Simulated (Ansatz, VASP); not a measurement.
**AlFe: VASP beside Ansatz**

File POSCAR:

```
AlFe
1.0
    5.8200000000      0.0000000000      0.0000000000
    0.0000000000      2.9100000000      0.0000000000
    0.0000000000      0.0000000000      2.9100000000
Al Fe
2 2
Direct
    0.0000000000      0.0000000000      0.0000000000
    0.5000000000      0.0000000000      0.0000000000
    0.2500000000      0.5000000000      0.5000000000
    0.7500000000      0.5000000000      0.5000000000
```

The input INCAR.step1:

```
PREC = Accurate ; ENCUT = 520
ISMEAR = -1 ; SIGMA = 0.05
LREAL = F ; LASPH = T
NELM = 60 ; NBANDS = 19
GGA = PE ; ALGO = Normal
EDIFF = 1E-4 ; LWAVE = T
LCHARG = F
```

The input INCAR.step2:

```
PREC = Accurate ; ENCUT = 520
EDIFF = 1E-7 ; ISMEAR = -1
SIGMA = 0.05 ; LREAL = F
LASPH = T ; NELM = 60
ALGO = Normal ; ISIF = 2
LWAVE = F ; LCHARG = T
METAGGA = R2SCAN ; LMIXTAU = T
LELF = T ; LVHAR = T
NBANDS = 19 ; ISTART = 1
```

KPOINTS

```
regular mesh
0
Gamma
  5 10 10
```

Input for Ansatz:

```yaml
crystal:
  lattice:
    - [5.82, 0.0, 0.0]
    - [0.0, 2.91, 0.0]
    - [0.0, 0.0, 2.91]
  atoms:
    - { symbol: Al, position: [0.0, 0.0, 0.0] }
    - { symbol: Fe, position: [0.25, 0.5, 0.5] }
    - { symbol: Al, position: [0.5, 0.0, 0.0] }
    - { symbol: Fe, position: [0.75, 0.5, 0.5] }
  symmetry: { tolerance: 0.0003 }
hamiltonian:
  xc: r2scan
  pseudopotentials: { kind: paw, azcp: { folder: soft_1 } }
basis:
  ecutwfc: 500
magnetization:
  spin_polarized: false
scf:
  occupations: { method: fermi_dirac, width: 0.05 }
kpoints:
  mp_grid: { grid: [5, 10, 10], shift: [0, 0, 0] }
output:
  forces: true
  stress: true
  eigenvalues: true
```

Alike in both runs: task single point; functional r2SCAN; k mesh 5 × 10 × 10; occupations fermi-dirac, width 0.05 eV; no spin polarisation.

|  | VASP | Ansatz |
| --- | --- | --- |
| version | VASP 6.6.1 | Ansatz 0.2.0 |
| potentials or method | VASP PAW PBE potentials, release 64 (Al, Fe) | PAW plane waves |
| plane-wave cutoff (eV) | 520 | 500 |
| valence electrons in the cell | 22 | 38 |

|  | VASP | Ansatz | Ansatz less VASP |
| --- | --- | --- | --- |
| pressure (GPa) | -12.1 | -11.9 | +0.13 |

The functional is the same, so the differences come from potentials, cutoffs and numerics. The two sets of potentials don't hold the same shells in valence.

Caveats: the PAW data sets were made with another functional, which shifts forces and pressure a little (VASP). Spin polarisation is off, so any magnetic state and its effect on volume and gap are missing.
